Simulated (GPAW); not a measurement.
Set up this calculation in GPAW 26.7.0, as an ASE script.

| Quantity | Value |
| --- | --- |
| Task | equation of state |
| Functional | rSCAN |
| Potentials or basis | GPAW PAW data sets (gpaw-data 1.2.1) |
| Cutoff | 600 eV |
| Basis | pw |
| k mesh | 9 × 9 × 9 |
| Occupations | fermi-dirac, width 0.05 eV |
| Spin | no spin polarisation |
| Maxiter | 150 |
| Eos scales | [0.94, 0.96, 0.98, 1.0, 1.02, 1.04, 1.06] |

The structure of Pb lies in POSCAR:

```
Pb
1.0
    0.0000000000      2.4750200000      2.4750200000
    2.4750200000      0.0000000000      2.4750200000
    2.4750200000      2.4750200000      0.0000000000
Pb
1
Direct
    0.0000000000      0.0000000000      0.0000000000
```

These files were run (other wordings do the same):

run.py

```python
from ase.eos import EquationOfState
from ase.io import Trajectory, read
from ase.units import GPa
from gpaw import GPAW, PW

atoms = read('POSCAR')

traj = Trajectory('eos.traj', 'w')
volumes, energies = [], []
for x in [0.94, 0.96, 0.98, 1.0, 1.02, 1.04, 1.06]:
    a = atoms.copy()
    a.set_cell(atoms.cell * x**(1 / 3), scale_atoms=True)
    calc = GPAW(mode=PW(600),
                xc='MGGA_X_RSCAN+MGGA_C_RSCAN',
                kpts={'size': (9, 9, 9), 'gamma': True},
                occupations={'name': 'fermi-dirac', 'width': 0.05},
                nbands=14,
                convergence={'density': 1e-05, 'energy': 1e-05},
                maxiter=150,
                txt=f'eos-{x:.2f}.txt')
    a.calc = calc
    energies.append(a.get_potential_energy(force_consistent=True))
    volumes.append(a.get_volume())
    p = -a.get_stress()[:3].mean() / GPa
    calc.write(f'eos-{x:.2f}.gpw')
    traj.write(a)
    print(f'{x:.2f} {volumes[-1]:10.4f} A^3 {energies[-1]:14.6f} eV {p:9.3f} GPa', flush=True)

v0, e0, B = EquationOfState(volumes, energies, eos='birchmurnaghan').fit()
print(f'V0 = {v0:.4f} A^3, E0 = {e0:.6f} eV, B0 = {B / GPa:.2f} GPa')
```

Potentials or basis: GPAW PAW data sets (gpaw-data 1.2.1), pw.

Command:

```bash
$ OMP_NUM_THREADS=1 python run.py
```

It gave:

```yaml
Equilibrium_volume: "31.08 Å³/atom (rough: see the caveat)"
Bulk_modulus: 45 GPa (rough)
```

Caveat: the points scatter about the fit; the PAW data sets were made with another functional, which shifts forces and pressure a little.

Run time: 4.7 min on 1 thread of Arm Neoverse V1 (shared host), peak memory 0.74 GiB.
